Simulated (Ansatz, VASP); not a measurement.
# One calculation of CdS, two programs

INCAR

```
PREC = Accurate
ENCUT = 520
EDIFF = 1E-7
ISMEAR = -1
SIGMA = 0.01
LREAL = False
LASPH = True
NELM = 80
ALGO = Normal
ISIF = 2
LWAVE = False
LCHARG = False
GGA = PE
NBANDS = 26
```

KPOINTS

```
regular mesh
0
Gamma
  7 7 4
```

Contents of POSCAR:

```
CdS
1.0
    4.1621827776      0.0000000000      0.0000000000
   -2.0810913888      3.6045560206      0.0000000000
    0.0000000000      0.0000000000      6.7936966668
Cd S
2 2
Direct
    0.3333333333      0.6666666667      0.0000000000
    0.6666666667      0.3333333333      0.5000000000
    0.3333333333      0.6666666667      0.3850000000
    0.6666666667      0.3333333333      0.8850000000
```

Input for Ansatz:

```yaml
crystal:
  lattice:
    - [4.1621827776, 0.0, 0.0]
    - [-2.0810913888, 3.6045560206, 0.0]
    - [0.0, 0.0, 6.7936966668]
  atoms:
    - { symbol: Cd, position: [0.3333333333, 0.6666666667, 0.0] }
    - { symbol: Cd, position: [0.6666666667, 0.3333333333, 0.5] }
    - { symbol: S, position: [0.3333333333, 0.6666666667, 0.385] }
    - { symbol: S, position: [0.6666666667, 0.3333333333, 0.885] }
kpoints:
  mp_grid: { grid: [7, 7, 4] }
  band_path:
    path:
      - [0.0, 0.0, 0.0]
      - [0.5, 0.0, 0.0]
      - [0.3333333333, 0.3333333333, 0.0]
      - [0.0, 0.0, 0.0]
      - [0.0, 0.0, 0.5]
      - [0.5, 0.0, 0.5]
      - [0.3333333333, 0.3333333333, 0.5]
      - [0.0, 0.0, 0.5]
      - [0.5, 0.0, 0.5]
    npoints: 5
scf:
  occupations: { method: fermi_dirac, width: 0.01 }
hamiltonian:
  xc: pbe
  pseudopotentials: { kind: all_electron, lapw: { basis_error: 0.001 } }
output:
  forces: true
  stress: true
  eigenvalues: true
```

Change from the starting cell: volume scaled by 1.02.

Alike in both runs: task single point; functional PBE; k mesh 7 × 7 × 4; occupations fermi-dirac, width 0.01 eV; no spin polarisation.

|  | VASP | Ansatz |
| --- | --- | --- |
| version | VASP 6.6.1 | Ansatz 0.2.0 |
| potentials or method | VASP PAW PBE potentials, release 64 (Cd, S) | all-electron LAPW, scalar-relativistic |
| plane-wave cutoff (eV) | 520 | see its input |

```csv
,VASP,Ansatz,Ansatz less VASP
gap on the k mesh at the Fermi level (eV),1.18,1.18,-0.002
pressure (GPa),1.6,1.3,-0.29
largest component of the traceless stress (GPa),1.37,1.32,-0.045
rms of the force components (eV/Å),0.144,0.140,-0.0040
```

Atom by atom the forces differ by 0.004 eV/Å (rms over components). Ansatz ran all-electron here, so the differences hold the error of VASP's frozen core and of both bases.
